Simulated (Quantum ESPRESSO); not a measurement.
# FeO (Wuestite): turning two sublattices against each other, part 2 of 3

Wanted: bilinear and biquadratic couplings of FeO (Wuestite) from constrained non-collinear runs.

Quantum ESPRESSO 7.5; LDA with U = 5.62 eV on Fe d (ortho-atomic projectors); plane waves with GBRV 1.5 LDA potentials, no spin-orbit coupling.

So far: The starting structure; The collinear order that defines the sublattices; The parallel state in the same cell.

**4. Angle 0°, no penalty**

The two sets tilt by half the angle to either side of z. A collinear state is stationary and needs no penalty.

pw.in reads:

```
&CONTROL
  calculation = 'scf'
  prefix = 'pwscf'
  outdir = './tmp'
  pseudo_dir = './pseudo'
  disk_io = 'nowf'
/
&SYSTEM
  ibrav = 0
  nat = 4
  ntyp = 2
  ecutwfc = 40
  ecutrho = 280
  nbnd = 62
  occupations = 'smearing'
  smearing = 'fd'
  degauss = 0.00734986
  noncolin = .true.
  starting_magnetization(1) = 0.2181
  angle1(1) = 0
  angle2(1) = 0
  starting_magnetization(2) = 0
  nosym = .true.
/
&ELECTRONS
  conv_thr = 4d-06
  electron_maxstep = 150
  mixing_beta = 0.1
/
ATOMIC_SPECIES
Fe     55.8450 fe_lda_v1.5.uspp.F.UPF
O      15.9990 o_lda_v1.2.uspp.F.UPF
CELL_PARAMETERS bohr
   2.8701555377    1.6570850723    4.7613110177
  -5.7403110754    3.3141701446    9.5226220354
  -2.8701555377   -1.6570850721    9.5226220354
ATOMIC_POSITIONS crystal
Fe      0.0000000000    0.0000000000    0.0000000000
Fe      0.0000000000    0.5000000000    0.0000000000
O       0.5000000000    0.0000000000    0.5000000000
O       0.5000000000    0.5000000000    0.5000000000
K_POINTS automatic
4 2 4 0 0 0
HUBBARD {ortho-atomic}
U Fe-3d 5.6200
```

Started as:

```bash
> OMP_NUM_THREADS=1 mpirun -n 4 pw.x -nk 4 -in pw.in > pw.out
```

Output:

```text
[banner, memory and clock lines left out]
Program PWSCF v.7.5 starts

     Found identity + ( -0.0000 -0.5000  0.0000) symmetry
     This is a supercell, fractional translations are disabled

     bravais-lattice index     =            0
     lattice parameter (alat)  =       5.8012  a.u.
     unit-cell volume          =     271.7428 (a.u.)^3
     number of atoms/cell      =            4
     number of atomic types    =            2
     number of electrons       =        44.00
     number of Kohn-Sham states=           62
     kinetic-energy cutoff     =      40.0000  Ry
     charge density cutoff     =     280.0000  Ry
     scf convergence threshold =      4.0E-06
     mixing beta               =       0.1000
     number of iterations used =            8  plain     mixing
     Exchange-correlation= SLA  PZ   NOGX NOGC
                           (   1   1   0   0   0   0   0)
     Noncollinear calculation without spin-orbit

     Hubbard projectors: ortho-atomic
     Hubbard parameters of DFT+U (Dudarev formulation) in eV:
     U(Fe-3d) =  5.6200

     Internal variables: lda_plus_u =T, lda_plus_u_kind = 0

     Internal variables: orbital_resolved =F, hub_pot_fix =F, apply_U = F

     [... lines left out ...]
     PseudoPot. # 1 for Fe read from file:
     fe_lda_v1.5.uspp.F.UPF
     Pseudo is Ultrasoft + core correction, Zval = 16.0

     PseudoPot. # 2 for O  read from file:
     o_lda_v1.2.uspp.F.UPF
     Pseudo is Ultrasoft + core correction, Zval =  6.0

     atomic species   valence    mass     pseudopotential
     Fe               16.00    55.84500     Fe( 1.00)
     O                 6.00    15.99900     O ( 1.00)

     No symmetry found

   Cartesian axes

     site n.     atom                  positions (alat units)
         1        Fe     tau(   1) = (   0.0000000   0.0000000   0.0000000  )
         2        Fe     tau(   2) = (  -0.4947529   0.2856457   0.8207473  )
         3        O      tau(   3) = (   0.0000000   0.0000000   1.2311209  )
         4        O      tau(   4) = (  -0.4947529   0.2856457   2.0518682  )

     number of k points=    32  Fermi-Dirac smearing, width (Ry)=  0.0073

     Dense  grid:    21529 G-vectors     FFT dimensions: (  32,  64,  54)

     Smooth grid:     9297 G-vectors     FFT dimensions: (  24,  48,  45)

     Check: negative core charge=   -0.000047
     Generating pointlists ...
     new r_m :   0.2902 (alat units)  1.6832 (a.u.) for type    1
     new r_m :   0.2902 (alat units)  1.6832 (a.u.) for type    2

     Initial potential from superposition of free atoms

     starting charge      42.0000, renormalised to      44.0000

     STARTING HUBBARD OCCUPATIONS:

     ================= HUBBARD OCCUPATIONS ================
     ------------------------ ATOM    1 ------------------------
     Tr[ns(  1)] (up, down, total) =   5.00000  0.00000  5.00000
     [... lines left out ...]
     Atomic magnetic moment mx, my, mz =     0.000000    0.000000    5.000000
     ------------------------ ATOM    2 ------------------------
     Tr[ns(  2)] (up, down, total) =   5.00000  0.00000  5.00000
     [... lines left out ...]
     Atomic magnetic moment mx, my, mz =     0.000000    0.000000    5.000000

     Number of occupied Hubbard levels =   10.0000

     atom number    1 relative position :    0.0000   0.0000   0.0000
     charge :    13.667068  (integrated on a sphere of radius 0.290)
     magnetization :          0.000000    0.000000    2.960143
     magnetization/charge:    0.000000    0.000000    0.216589
     polar coord.: r, theta, phi [deg] :     2.960143    0.000000  360.000000

     atom number    2 relative position :   -0.4948   0.2856   0.8207
     charge :    13.667068  (integrated on a sphere of radius 0.290)
     magnetization :          0.000000    0.000000    2.960143
     magnetization/charge:    0.000000    0.000000    0.216589
     polar coord.: r, theta, phi [deg] :     2.960143    0.000000  360.000000

     atom number    3 relative position :    0.0000   0.0000   1.2311
     charge :     5.647466  (integrated on a sphere of radius 0.290)
     magnetization :          0.000000    0.000000    0.069566
     magnetization/charge:    0.000000    0.000000    0.012318
     polar coord.: r, theta, phi [deg] :     0.069566    0.000000  360.000000

     atom number    4 relative position :   -0.4948   0.2856   2.0519
     charge :     5.647466  (integrated on a sphere of radius 0.290)
     magnetization :          0.000000    0.000000    0.069566
     magnetization/charge:    0.000000    0.000000    0.012318
     polar coord.: r, theta, phi [deg] :     0.069566    0.000000  360.000000

     Atomic wfc used for Hubbard projectors are orthogonalized

     Starting wfcs are   68 randomized atomic wfcs

     Self-consistent Calculation

     iteration #  1     ecut=    40.00 Ry     beta= 0.10
     Davidson diagonalization with overlap
     ethr =  1.00E-02,  avg # of iterations =  2.8

     ================= HUBBARD OCCUPATIONS ================
     ------------------------ ATOM    1 ------------------------
     Tr[ns(  1)] (up, down, total) =   4.87714  0.57970  5.45685
     [... lines left out ...]
     Atomic magnetic moment mx, my, mz =    -0.000000   -0.000000    4.297440
     ------------------------ ATOM    2 ------------------------
     Tr[ns(  2)] (up, down, total) =   4.87712  0.57968  5.45680
     [... lines left out ...]
     Atomic magnetic moment mx, my, mz =    -0.000000    0.000000    4.297432

     Number of occupied Hubbard levels =   10.9136

     total energy              =    -564.73322794 Ry
     estimated scf accuracy    <       1.73678724 Ry

     total magnetization       =    -0.00    -0.00     8.81 Bohr mag/cell
     absolute magnetization    =     8.84 Bohr mag/cell

     [... further iterations left out ...]

     iteration # 16     ecut=    40.00 Ry     beta= 0.10
     Davidson diagonalization with overlap
     ethr =  9.62E-09,  avg # of iterations =  1.2

     atom number    1 relative position :    0.0000   0.0000   0.0000
     charge :    13.506555  (integrated on a sphere of radius 0.290)
     magnetization :          0.000000    0.000000    3.603491
     magnetization/charge:    0.000000    0.000000    0.266796
     polar coord.: r, theta, phi [deg] :     3.603491    0.000000  360.000000

     atom number    2 relative position :   -0.4948   0.2856   0.8207
     charge :    13.506409  (integrated on a sphere of radius 0.290)
     magnetization :         -0.000000    0.000000    3.603699
     magnetization/charge:   -0.000000    0.000000    0.266814
     polar coord.: r, theta, phi [deg] :     3.603699    0.000000  360.000000

     atom number    3 relative position :    0.0000   0.0000   1.2311
     charge :     5.838154  (integrated on a sphere of radius 0.290)
     magnetization :         -0.000000    0.000000    0.231964
     magnetization/charge:   -0.000000    0.000000    0.039732
     polar coord.: r, theta, phi [deg] :     0.231964    0.000000  360.000000

     atom number    4 relative position :   -0.4948   0.2856   2.0519
     charge :     5.838651  (integrated on a sphere of radius 0.290)
     magnetization :          0.000000    0.000000    0.231929
     magnetization/charge:    0.000000    0.000000    0.039723
     polar coord.: r, theta, phi [deg] :     0.231929    0.000000  360.000000

     End of self-consistent calculation

     ================= HUBBARD OCCUPATIONS ================
     ------------------------ ATOM    1 ------------------------
     Tr[ns(  1)] (up, down, total) =   4.95708  1.15499  6.11207
     [... lines left out ...]
     Atomic magnetic moment mx, my, mz =     0.000000    0.000000    3.802097
     ------------------------ ATOM    2 ------------------------
     Tr[ns(  2)] (up, down, total) =   4.95709  1.15477  6.11186
     [... lines left out ...]
     Atomic magnetic moment mx, my, mz =    -0.000000    0.000000    3.802316

     Number of occupied Hubbard levels =   12.2239
     [... lines left out ...]
     the Fermi energy is    14.6203 ev

!    total energy              =    -564.74615519 Ry
     estimated scf accuracy    <       0.00000167 Ry
     smearing contrib. (-TS)   =      -0.00703116 Ry
     internal energy E=F+TS    =    -564.73912403 Ry

     The total energy is F=E-TS. E is the sum of the following terms:
     one-electron contribution =    -274.28119431 Ry
     hartree contribution      =     160.75735694 Ry
     xc contribution           =     -72.19227521 Ry
     ewald contribution        =    -379.38080889 Ry
     Hubbard energy            =       0.35779745 Ry

     total magnetization       =     0.00     0.00     8.06 Bohr mag/cell
     absolute magnetization    =     8.12 Bohr mag/cell

     convergence has been achieved in  16 iterations
```

It took 59 s on 4 MPI ranks of Arm Neoverse V1, shared host; peak memory 0.48 GiB; 3.9 min of CPU time.

Spin moment in the atom's sphere by atom:

| atom | x (μB) | y (μB) | z (μB) | size |
| --- | --- | --- | --- | --- |
| Fe1 | 0.00 | 0.00 | 3.60 | 3.60 |
| Fe2 | 0.00 | 0.00 | 3.60 | 3.60 |
| O3 | 0.00 | 0.00 | 0.23 | 0.23 |
| O4 | 0.00 | 0.00 | 0.23 | 0.23 |

Numbers from this step:

```
smearing term TS       : 0.09566 eV
magnetization          : 0, 0, 8.062 μB
absolute magnetization : 8.123 μB
final state            : ferromagnetic
```

**5. Angle 60°, lambda 0.5 Ry**

A penalty pulls the polar angle of each moment to the typed one; its size and its azimuth are free.

pw.in reads:

```
&CONTROL
  calculation = 'scf'
  prefix = 'pwscf'
  outdir = './tmp'
  pseudo_dir = './pseudo'
  disk_io = 'nowf'
/
&SYSTEM
  ibrav = 0
  nat = 4
  ntyp = 4
  ecutwfc = 40
  ecutrho = 280
  nbnd = 62
  occupations = 'smearing'
  smearing = 'fd'
  degauss = 0.00734986
  noncolin = .true.
  starting_magnetization(1) = 0.2181
  angle1(1) = 30
  angle2(1) = 0
  starting_magnetization(2) = 0.2181
  angle1(2) = 30
  angle2(2) = 180
  starting_magnetization(3) = 0.0335
  angle1(3) = 5.711
  angle2(3) = 180
  starting_magnetization(4) = 0.0335
  angle1(4) = 5.711
  angle2(4) = 0
  constrained_magnetization = 'atomic direction'
  lambda = 0.5
  nosym = .true.
/
&ELECTRONS
  conv_thr = 4d-06
  electron_maxstep = 150
  mixing_beta = 0.1
/
ATOMIC_SPECIES
Fe1    55.8450 fe_lda_v1.5.uspp.F.UPF
Fe2    55.8450 fe_lda_v1.5.uspp.F.UPF
O1     15.9990 o_lda_v1.2.uspp.F.UPF
O2     15.9990 o_lda_v1.2.uspp.F.UPF
CELL_PARAMETERS bohr
   2.8701555377    1.6570850723    4.7613110177
  -5.7403110754    3.3141701446    9.5226220354
  -2.8701555377   -1.6570850721    9.5226220354
ATOMIC_POSITIONS crystal
Fe1     0.0000000000    0.0000000000    0.0000000000
Fe2     0.0000000000    0.5000000000    0.0000000000
O1      0.5000000000    0.0000000000    0.5000000000
O2      0.5000000000    0.5000000000    0.5000000000
K_POINTS automatic
4 2 4 0 0 0
HUBBARD {ortho-atomic}
U Fe1-3d 5.6200
U Fe2-3d 5.6200
```

Output:

```text
     [... lines left out ...]
Program PWSCF v.7.5 starts
     [... lines left out ...]
     number of atoms/cell      =            4
     [... lines left out ...]
     number of electrons       =        44.00
     number of Kohn-Sham states=           62
     kinetic-energy cutoff     =      40.0000  Ry
     charge density cutoff     =     280.0000  Ry
     scf convergence threshold =      4.0E-06
     [... lines left out ...]
     Noncollinear calculation without spin-orbit
     [... lines left out ...]
     No symmetry found
     [... lines left out ...]
     number of k points=    32  Fermi-Dirac smearing, width (Ry)=  0.0073
     [... lines left out ...]
     iteration # 62     ecut=    40.00 Ry     beta= 0.10
     [... lines left out ...]
     constraint energy (Ry) =      0.00064133
     atom number    1 relative position :    0.0000   0.0000   0.0000
     [... lines left out ...]
     magnetization :          1.633522    0.000010    3.206105
     [... lines left out ...]
     atom number    2 relative position :   -0.4948   0.2856   0.8207
     [... lines left out ...]
     magnetization :         -1.633858    0.000002    3.206958
     [... lines left out ...]
     atom number    3 relative position :    0.0000   0.0000   1.2311
     [... lines left out ...]
     magnetization :         -0.027972    0.000000    0.206529
     [... lines left out ...]
     atom number    4 relative position :   -0.4948   0.2856   2.0519
     [... lines left out ...]
     magnetization :          0.027955    0.000000    0.206610
     [... lines left out ...]
     Tr[ns(  1)] (up, down, total) =   4.74650  1.36445  6.11095
     [... lines left out ...]
     Tr[ns(  2)] (up, down, total) =   4.74653  1.36360  6.11013
     [... lines left out ...]
     the Fermi energy is    14.6358 ev
!    total energy              =    -564.74027049 Ry
     estimated scf accuracy    <       0.00000398 Ry
     smearing contrib. (-TS)   =      -0.00733465 Ry
     [... lines left out ...]
     total magnetization       =    -0.00     0.00     7.16 Bohr mag/cell
     absolute magnetization    =     8.08 Bohr mag/cell
     [... lines left out ...]
     convergence has been achieved in  62 iterations
```

Wall time 3.4 min (4 MPI ranks); peak memory 0.5 GiB.

Spin moment in the atom's sphere by atom:

| atom | x (μB) | y (μB) | z (μB) | size |
| --- | --- | --- | --- | --- |
| Fe1 | 1.63 | 0.00 | 3.21 | 3.60 |
| Fe2 | -1.63 | 0.00 | 3.21 | 3.60 |
| O3 | -0.03 | 0.00 | 0.21 | 0.21 |
| O4 | 0.03 | 0.00 | 0.21 | 0.21 |

This step gave:

```yaml
smearing_term_ts: 0.09979 eV
magnetization: 0, 0, 7.163 μB
absolute_magnetization: 8.081 μB
penalty_energy: 8.726 meV
final_state: non-collinear
```

[end of part 2 of 3]

[Logs and program files are shortened in this print: banners, set-up blocks, solver, clock and traceback lines can be left out without a mark of their own.]

[Logs are printed without paths, hosts, clocks, repeated set-up lines and the standing remarks that a program may print on its own settings, such as how far it seeks lower states.]

[Hosts, paths, dates, database ids (printed as entryN), source tags and the programs' standing remarks are cut or masked in the printed files.]

[Where a cell is said to come from a database of computed structures, the database is the Materials Project.]
